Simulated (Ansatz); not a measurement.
# ScAl3: further runs on the relaxed cell

One table from this session's results is given with a row withheld; the runs are named, their logs left out.

Program: Ansatz 0.2.0. Level of theory: DFT r2SCAN, scalar-relativistic, plane waves, PAW. These are calculated values, not measurements.

1 further run of the same task is left out (set aside as unsound or not needed).

## Starting point

Symmetry: Pm-3m, No. 221, cubic system. Conventional cell: a = 4.086 Å, b = 4.086 Å, c = 4.086 Å, α = 90.00°, β = 90.00°, γ = 90.00°. Sc (site symmetry m-3m) has 12 Al at 2.89 Å as nearest neighbours. Al (site symmetry 4/mmm) is surrounded by 4 Sc at 2.89 Å and 8 Al at 2.89 Å.

Coordinates:

```
Sc Al
1.0
     4.08554    0.00000    0.00000
     0.00000    4.08554    0.00000
     0.00000    0.00000    4.08554
Sc Al
1 3
Direct
  0.00000 0.00000 0.00000
  0.50000 0.00000 0.50000
  0.00000 0.50000 0.50000
  0.50000 0.50000 0.00000
```

It goes back to an entry of the Materials Project.

This cell was relaxed beforehand with the same method: volume 17.05 Å³/atom, gap on the mesh none (metal).

Set-up of the first run:

Contents of input.yaml:

```yaml
crystal:
  lattice:
    - [4.0855365689, 0.0, 0.0]
    - [0.0, 4.0855365689, 0.0]
    - [0.0, 0.0, 4.0855365689]
  atoms:
    - { symbol: Sc, position: [0.0, 0.0, 0.0] }
    - { symbol: Al, position: [0.5, 0.0, 0.5] }
    - { symbol: Al, position: [0.0, 0.5, 0.5] }
    - { symbol: Al, position: [0.5, 0.5, 0.0] }
basis:
  ecutwfc: 500
kpoints:
  mp_grid: { grid: [10, 10, 10] }
  band_path:
    path:
      - [[0.0, 0.0, 0.0], [0.0, 0.5, 0.0], [0.5, 0.5, 0.0], [0.0, 0.0, 0.0], [0.5, 0.5, 0.5], [0.0, 0.5, 0.0]]
      - [[0.5, 0.5, 0.5], [0.5, 0.5, 0.0]]
    npoints: 14
hamiltonian:
  xc: r2scan
scf:
  occupations: { method: gaussian, width: 0.1 }
  n_extra_bands: 10
output:
  forces: true
  stress: true
  eigenvalues: true
  populations: true
  dos: { projected: true, de: 0.02, nscf_kmesh: { grid: [15, 15, 15] } }
  bader: true
  write_density: true
  write_potential: true
  elf: true
  volumetric_format: npy
```

Command:

```bash
> ansatz run input.yaml --threads 1 --pin off --max-ram 2560MiB --backend cpu --events-out ev --progress --plain --runs-dir out
```

Steps of the session up to this table: Static run: bands, density of states and charges; The cell as listed, for comparison; The cell scaled to 0.97 of its volume; Point at V/V0 = 1.03; The cell scaled to 0.94 of its volume; The cell scaled to 1.06 of its volume; The cell scaled to 0.91 of its volume; The cell scaled to 1.10 of its volume; Volume × 0.88.

One of the session's tables, all rows but one given; the rest of the session is left out.

It belongs to the step «Energy against volume». 

| volume (Å³/atom) | energy above the lowest point (meV/atom) | pressure (GPa) |
| --- | --- | --- |
| 15.003 | 88.7 | 15.46 |
| 15.514 | 47.2 | 10.68 |
| 16.026 | 19.8 | 6.58 |
| 16.537 | 4.7 | 3.04 |
| 17.049 | 0.0 | 0.00 |
| 17.560 | ? | ? |
| 18.071 | 16.4 | -4.86 |
| 18.753 | 42.7 | -7.35 |

Q: Estimate the row for volume (Å³/atom) = 17.560 from the others.

Worked estimate for «energy above the lowest point (meV/atom)». A straight line through the neighbours (17.049, 0.0) and (18.071, 16.4) gives 0.0 + (16.4 − 0.0) × (17.560 − 17.049) / (18.071 − 17.049) = 8.2; a parabola fitted to 4 rows on both sides gives 4.5.

**Answer.** energy above the lowest point (meV/atom): 4.3; pressure (GPa): -2.62. In «energy above the lowest point (meV/atom)» the line misses by +3.9 and the parabola by +0.2.
